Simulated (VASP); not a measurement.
TiO2:

```
CELL_PARAMETERS angstrom
4.59984 0.00000 0.00000
0.00000 4.59984 0.00000
0.00000 0.00000 2.95921
ATOMIC_POSITIONS crystal
Ti 0.00000 0.00000 0.50000
Ti 0.50000 0.50000 0.00000
O 0.30432 0.30432 0.50000
O 0.19568 0.80432 0.00000
O 0.80432 0.19568 0.00000
O 0.69568 0.69568 0.50000
```

The cell is a database's computed one.

Base run:

- Program: VASP 6.6.1
- Functional: HSE06
- Potentials or basis: VASP PAW PBE potentials, release 64 (Ti_sv, O)
- Cutoff: 520 eV
- k mesh: 4 × 4 × 6
- Occupations: gaussian, width 0.02 eV
- Spin: no spin polarisation

Its results: band gap on the k mesh 3.35 eV, direct; pressure -3.2 GPa; largest force 0.171 eV/Å.

Problem. The run is repeated on the same cell with these changes: functional from HSE06 to HSE03. What comes out?

Solution. Band gap on the k mesh 3.07 eV, direct; pressure -2.8 GPa; largest force 0.161 eV/Å.

Caveats: the PAW data sets were made with another functional, which shifts forces and pressure a little.
